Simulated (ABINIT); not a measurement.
# AlNi (P1) in ABINIT: single point with PBEsol

Aim: the single point of AlNi with PBEsol.

Program: ABINIT 10.8.3 (patched build). These are calculated values, not measurements. Logs are shortened: lines on timing, memory, paths and dates and some standing lists are left out, and cuts for length are marked. The log counts tension as positive stress, the text compression.

## Step 1: The cell of the first run

The typed cell holds 2 atoms: a = 2.752 Å, b = 2.752 Å, c = 3.099 Å, α = 90.00°, β = 90.00°, γ = 90.43°.

The cell comes from a database or a generator and needn't be the stable form of this composition.

## Step 2: Single point, PBEsol, collinear spin, ferromagnetic start (atoms moved at random, drawn with an rms of 0.05 Å)

Input file run.abi:

```
pp_dirpath "./"
pseudos "Ni.GGA_PBE-JTH.xml, Al.GGA_PBE-JTH.xml"

acell 3*1.0
rprim
     3.6636006995    -3.6909944528     0.0000000000
     3.6636006995     3.6909944528     0.0000000000
     0.0000000000     0.0000000000     5.8570739205
ntypat 2
znucl 28 13
natom 2
typat 1 2
xred
     0.4974930000     0.5083540000     0.5013660000
    -0.0031390000    -0.0177370000    -0.0059000000
chkprim 0
chksymtnons 0
tolsym 1.0e-6

ecut 41.0
pawecutdg 63.0
pawxcdev 0

kptopt 1
ngkpt 10 10 9
nshiftk 1
shiftk 0.0 0.0 0.0

ixc -116133

nband 15
occopt 3
tsmear 0.05 eV

nsppol 2
spinat
     0.0000000000     0.0000000000     1.0000000000
     0.0000000000     0.0000000000     0.0000000000

nstep 100
tolvrs 1.0e-9

iomode 3
prtwf 0
prteig 0
prtebands 0
enunit 2
prtden 1
prtvha 1
prtvclmb 1
prtpot 1
```

Potentials or basis: JTH PAW PBE v2.0.

Launch:

```
mpirun --bind-to none -np 4 abinit run.abi > log 2>&1
```

run.abo:

```text
.Version 10.8.3 of ABINIT
 Symmetries : space group P1 (#  1); Bravais aP (primitive triclinic)
================================================================================
 Values of the parameters that define the memory need of the present run
     intxc =       0    ionmov =       0      iscf =      17    lmnmax =      18
     lnmax =       6     mgfft =      36  mpssoang =       3    mqgrid =    3001
     natom =       2  nloc_mem =       2    nspden =       2   nspinor =       1
    nsppol =       2      nsym =       1    n1xccc =       1    ntypat =       2
    occopt =       3   xclevel =       2
       mpw =        2019          nfft =       32400          nkpt =         452
Pmy_natom=         1
 PAW method is used; the additional fine FFT grid is defined by:
   mgfftf=        45    nfftf =     72000
================================================================================
================================================================================

--------------------------------------------------------------------------------
------------- Echo of variables that govern the present computation ------------
--------------------------------------------------------------------------------
 -outvars: echo values of preprocessed input variables --------
            acell      1.0000000000E+00  1.0000000000E+00  1.0000000000E+00 Bohr
              amu      5.86900000E+01  2.69815390E+01
          chkprim           0
      chksymtnons           0
             ecut      4.10000000E+01 Hartree
           enunit           2
                       outvar_i_n : Printing only first  50 k-points.
              ixc     -116133
                       outvar_i_n : Printing only first  50 k-points.
         kptrlatt       10    0    0      0   10    0      0    0    9
          kptrlen      5.20052018E+01
            natom           2
            nband          15
            ngfft          30      30      36
          ngfftdg          40      40      45
             nkpt         452
           nspden           2
           nsppol           2
            nstep         100
             nsym           1
           ntypat           2
                       prtocc : prtvol=0, do not print more k-points.
                       1.000000  1.000000  1.000000  1.000000  1.000000  1.000000
                       1.000000  1.000000  1.000000  1.000000  1.000000  0.000000
                       0.000000  0.000000  0.000000
                       1.000000  1.000000  1.000000  1.000000  1.000000  1.000000
                       1.000000  1.000000  1.000000  1.000000  1.000000  0.000000
                       0.000000  0.000000  0.000000
                       1.000000  1.000000  1.000000  1.000000  1.000000  1.000000
                       1.000000  1.000000  1.000000  1.000000  1.000000  0.000000
                       0.000000  0.000000  0.000000
                       1.000000  1.000000  1.000000  1.000000  1.000000  1.000000
                       1.000000  1.000000  1.000000  1.000000  1.000000  0.000000
                       0.000000  0.000000  0.000000
                       1.000000  1.000000  1.000000  1.000000  1.000000  1.000000
                       1.000000  1.000000  1.000000  1.000000  1.000000  0.000000
                       0.000000  0.000000  0.000000
                       1.000000  1.000000  1.000000  1.000000  1.000000  1.000000
                       1.000000  1.000000  1.000000  1.000000  1.000000  0.000000
[... 118 lines left out ...]
                       1.000000  1.000000  1.000000  1.000000  1.000000  1.000000
                       1.000000  1.000000  1.000000  1.000000  1.000000  0.000000
                       0.000000  0.000000  0.000000
                       1.000000  1.000000  1.000000  1.000000  1.000000  1.000000
                       1.000000  1.000000  1.000000  1.000000  1.000000  0.000000
                       0.000000  0.000000  0.000000
                       1.000000  1.000000  1.000000  1.000000  1.000000  1.000000
                       1.000000  1.000000  1.000000  1.000000  1.000000  0.000000
                       0.000000  0.000000  0.000000
                       1.000000  1.000000  1.000000  1.000000  1.000000  1.000000
                       1.000000  1.000000  1.000000  1.000000  1.000000  0.000000
                       0.000000  0.000000  0.000000
                       1.000000  1.000000  1.000000  1.000000  1.000000  1.000000
                       1.000000  1.000000  1.000000  1.000000  1.000000  0.000000
                       0.000000  0.000000  0.000000
                       prtocc : prtvol=0, do not print more k-points.
           occopt           3
        pawecutdg      6.30000000E+01 Hartree
         pawxcdev           0
        prtebands           0
           prteig           0
           prtpot           1
         prtvclmb           1
           prtvha           1
            prtwf           0
            rprim      3.6636006995E+00 -3.6909944528E+00  0.0000000000E+00
                       3.6636006995E+00  3.6909944528E+00  0.0000000000E+00
                       0.0000000000E+00  0.0000000000E+00  5.8570739205E+00
[... 136 lines left out ...]
 ------------------------------------------------------------------------------------------------------------
  Sum:                 8.367878     8.367877     16.735755     0.000000
 Total magnetization (from the atomic spheres):                0.000000
 Total magnetization (exact up - dn):                          0.000000

================================================================================

 ----iterations are completed or convergence reached----

 Mean square residual over all n,k,spin=   14.407E-08; max=  26.105E-05
 reduced coordinates (array xred) for    2 atoms
       0.497493000000      0.508354000000      0.501366000000
      -0.003139000000     -0.017737000000     -0.005900000000
 rms dE/dt=  2.6661E-02; max dE/dt=  4.2965E-02; dE/dt below (all hartree)
    1       0.001878218990      0.042965087806      0.017048016008
    2      -0.001988586440     -0.042730003906     -0.017167986067

 cartesian coordinates (angstrom) at end:
    1      1.95002954251891     0.02121359820466     1.55394884103365
    2     -0.04047217591704    -0.02851266979023    -0.01828663723128

 cartesian forces (hartree/bohr) at end:
    1     -0.00611160334378    -0.00554242815369    -0.00292091260411
    2      0.00611160334378     0.00554242815369     0.00292091260411
 frms,max,avg= 5.0531157E-03 6.1116033E-03  -8.511E-06 -2.340E-05  1.024E-05 h/b

 cartesian forces (eV/Angstrom) at end:
    1     -0.31427127974563    -0.28500311469477    -0.15019936512266
    2      0.31427127974563     0.28500311469477     0.15019936512266
 frms,max,avg= 2.5984166E-01 3.1427128E-01  -4.376E-04 -1.203E-03  5.266E-04 e/A
 length scales=  1.000000000000  1.000000000000  1.000000000000 bohr
              =  0.529177210544  0.529177210544  0.529177210544 angstroms
 Fermi (or HOMO) energy (hartree) =   0.43076   Average Vxc (hartree)=  -0.44148
 Magnetization (Bohr magneton)=  1.14187058E-07
 Total spin up =  1.05000001E+01   Total spin down =  1.04999999E+01
 Eigenvalues (hartree) for nkpt= 452  k points, SPIN UP:
 kpt#   1, nband= 15, wtk=  0.00111, kpt=  0.0000  0.0000  0.0000 (reduced coord)
  -3.35663   -1.90755   -1.90613   -1.90599    0.01463    0.30443    0.30977    0.37005
   0.37079    0.38168    0.53819    0.68640    0.68975    0.69833    0.75140
      occupation numbers for kpt#   1
   1.00000    1.00000    1.00000    1.00000    1.00000    1.00000    1.00000    1.00000
   1.00000    1.00000    0.00000    0.00000    0.00000    0.00000    0.00000
 prteigrs : prtvol=0 or 1, do not print more k-points.

 Eigenvalues (hartree) for nkpt= 452  k points, SPIN DOWN:
 kpt#   1, nband= 15, wtk=  0.00111, kpt=  0.0000  0.0000  0.0000 (reduced coord)
  -3.35663   -1.90755   -1.90613   -1.90599    0.01463    0.30443    0.30977    0.37005
   0.37079    0.38168    0.53819    0.68640    0.68975    0.69833    0.75140
      occupation numbers for kpt#   1
   1.00000    1.00000    1.00000    1.00000    1.00000    1.00000    1.00000    1.00000
   1.00000    1.00000    0.00000    0.00000    0.00000    0.00000    0.00000
 prteigrs : prtvol=0 or 1, do not print more k-points.

 Fermi (or HOMO) energy (eV) =  11.72148   Average Vxc (eV)= -12.01335
 Eigenvalues (   eV  ) for nkpt= 452  k points, SPIN UP:
 kpt#   1, nband= 15, wtk=  0.00111, kpt=  0.0000  0.0000  0.0000 (reduced coord)
 -91.33851  -51.90719  -51.86853  -51.86455    0.39818    8.28398    8.42925   10.06965
  10.08963   10.38595   14.64480   18.67797   18.76905   19.00262   20.44658
 prteigrs : prtvol=0 or 1, do not print more k-points.

 Eigenvalues (   eV  ) for nkpt= 452  k points, SPIN DOWN:
 kpt#   1, nband= 15, wtk=  0.00111, kpt=  0.0000  0.0000  0.0000 (reduced coord)
 -91.33851  -51.90719  -51.86853  -51.86455    0.39818    8.28398    8.42925   10.06965
  10.08963   10.38595   14.64480   18.67797   18.76905   19.00261   20.44657
 prteigrs : prtvol=0 or 1, do not print more k-points.

--- !EnergyTerms
iteration_state     : {dtset: 1, }
comment             : Components of total free energy in Hartree
kinetic             :  3.00015129445692E+01
hartree             :  5.69480119810874E+01
xc                  : -7.75430116311520E+00
Ewald energy        : -9.50108685615146E+01
psp_core            :  2.43141667596579E+00
local_psp           : -1.54333114380785E+02
PAW spherical_terms : -5.20202874010671E+00
internal            : -1.72919371243899E+02
'-kT*entropy'       : -2.72312117654239E-04
total_energy        : -1.72919643556016E+02
total_energy_eV     : -4.70538321032012E+03
...

--- !EnergyTermsDC
iteration_state     : {dtset: 1, }
comment             : '"Double-counting" decomposition of free energy'
band_energy         : -1.40919751928771E+01
Ewald energy        : -9.50108685615146E+01
psp_core            :  2.43141667596579E+00
xc_dc               : -5.48543787056463E+01
PAW spherical_terms : -1.13935560305273E+01
internal            : -1.72919361814599E+02
'-kT*entropy'       : -2.72312117654239E-04
total_energy_dc     : -1.72919634126717E+02
total_energy_dc_eV  : -4.70538295373582E+03
...

--- !EnergyTermsWithPAWCore
iteration_state     : {dtset: 1, }
comment             : 'Components of total free energy, including PAW core contributions'
Total energy        : -1.76191279569003E+03
Total energy DC     : -1.76191278626073E+03
Total energy (eV)   : -4.79440896152575E+04
Total energy DC (eV): -4.79440893586732E+04
...

 Cartesian components of stress tensor (hartree/bohr^3)
  sigma(1 1)= -1.58631621E-04  sigma(3 2)= -6.03201936E-06
  sigma(2 2)= -1.00686521E-04  sigma(3 1)= -6.64301823E-06
  sigma(3 3)=  1.03249434E-04  sigma(2 1)=  3.41904908E-06

-Cartesian components of stress tensor (GPa)         [Pressure=  1.5306E+00 GPa]
- sigma(1 1)= -4.66710342E+00  sigma(3 2)= -1.77468137E-01
- sigma(2 2)= -2.96229971E+00  sigma(3 1)= -1.95444344E-01
- sigma(3 3)=  3.03770323E+00  sigma(2 1)=  1.00591897E-01

== END DATASET(S) ==============================================================
================================================================================

 -outvars: echo values of variables after computation  --------
            acell      1.0000000000E+00  1.0000000000E+00  1.0000000000E+00 Bohr
           etotal     -1.7291963413E+02
            fcart     -6.1116033438E-03 -5.5424281537E-03 -2.9209126041E-03
                       6.1116033438E-03  5.5424281537E-03  2.9209126041E-03
            rprim      3.6636006995E+00 -3.6909944528E+00  0.0000000000E+00
                       3.6636006995E+00  3.6909944528E+00  0.0000000000E+00
                       0.0000000000E+00  0.0000000000E+00  5.8570739205E+00
           strten     -1.5863162105E-04 -1.0068652057E-04  1.0324943406E-04
                      -6.0320193623E-06 -6.6430182329E-06  3.4190490844E-06
           xangst      1.9500295425E+00  2.1213598205E-02  1.5539488410E+00
                      -4.0472175917E-02 -2.8512669790E-02 -1.8286637231E-02
             xred      4.9749300000E-01  5.0835400000E-01  5.0136600000E-01
                      -3.1390000000E-03 -1.7737000000E-02 -5.9000000000E-03
 Calculation completed.
```

Run time: 3.5 min. Hardware: 4 MPI ranks of Intel Xeon Platinum 8375C at 2.90GHz (Ice Lake), shared host; peak memory 1.4 GiB.

Results:

| Property | Result |
| --- | --- |
| Free energy | -4705.3830 eV |
| Pressure | 1.5 GPa |
| Largest force | 0.450 eV/Å |
| Band gap on the k mesh | none (metal or under the smearing width) |
| Net moment | 0.00 μB per cell |
| Valence electrons inside the program's atomic spheres | Ni 15.92; Al 0.81 |

Forces in eV/Å, atoms in the order of the input:
```
Ni  -0.314 -0.285 -0.150
Al   0.314  0.285  0.150
```

Caveat: small starting moments can end in a higher magnetic state in this program; the PAW data sets were made with another functional, which shifts forces and pressure a little.
